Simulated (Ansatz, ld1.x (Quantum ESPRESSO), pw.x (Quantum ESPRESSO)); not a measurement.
## Equation-of-state test of one TM potential (P (Z = 15))

- Element: P
- Generator: ld1.x (Quantum ESPRESSO) 7.5
- Type: norm-conserving Troullier–Martins (Kleinman–Bylander form)
- Functional: PBE
- Relativity: scalar-relativistic
- Frozen core: [Ne]
- Valence charge: 5
- Reference configuration: 3s2 3p3
- Partial waves: 3s (bound): rc 1.25 bohr; 3p (bound): rc 2.05 bohr; 3d channel at -0.15 Ry: rc 1.60 bohr
- Local potential: all-electron potential smoothed inside 1.75 bohr (lloc = -1)
- Core correction: none

Crystal test: diamond P in pw.x 7.5, no spin, 8³ k-points, Fermi–Dirac smearing 0.01 Ry, cutoffs 120/480 Ry. The reference is all-electron LAPW (Ansatz 0.2.0) with the same functional, mesh and smearing; V0 and B0 come from Birch–Murnaghan fits to the pressures at five volumes. Errors are pseudo minus all-electron; Δ is the rms difference of the E(V) curves that follow from these fits, minima aligned, over ±6 % about the mean V0. Mesh and smearing are coarse, so the numbers serve the comparison and aren't converged zero-temperature values; the lattice is a test structure that the element need not adopt.

```csv
V (Å³/atom),P all-electron (GPa),P pseudo (GPa)
19.902,1.99,1.77
20.425,0.85,0.62
20.949,-0.21,-0.45
21.473,-1.21,-1.46
21.996,-2.14,-2.39
```

All-electron: a0 = 5.504 Å (V0 = 20.84 Å³/atom), B0 = 41.6 GPa.

Pseudopotential: mean pressure error (GPa): -0.24; a0 (Å): 5.493; a0 error (%): -0.19; B0 error (%): +1.5; Δ (meV/atom): 1.1.

Q: At the middle volume, how do free energy and pressure move when the wave cutoff is lowered (ecutrho kept at four times it)?

A:

```json
{"cutoff (Ry)": "54", "shift of F (meV/atom)": "+45.4", "shift of P (GPa)": "-0.30"}
{"cutoff (Ry)": "72", "shift of F (meV/atom)": "+37.0", "shift of P (GPa)": "-0.51"}
{"cutoff (Ry)": "96", "shift of F (meV/atom)": "+4.8", "shift of P (GPa)": "-0.35"}
```

The 8 pw.x runs together took about 3.2 min on one core of a shared server CPU.
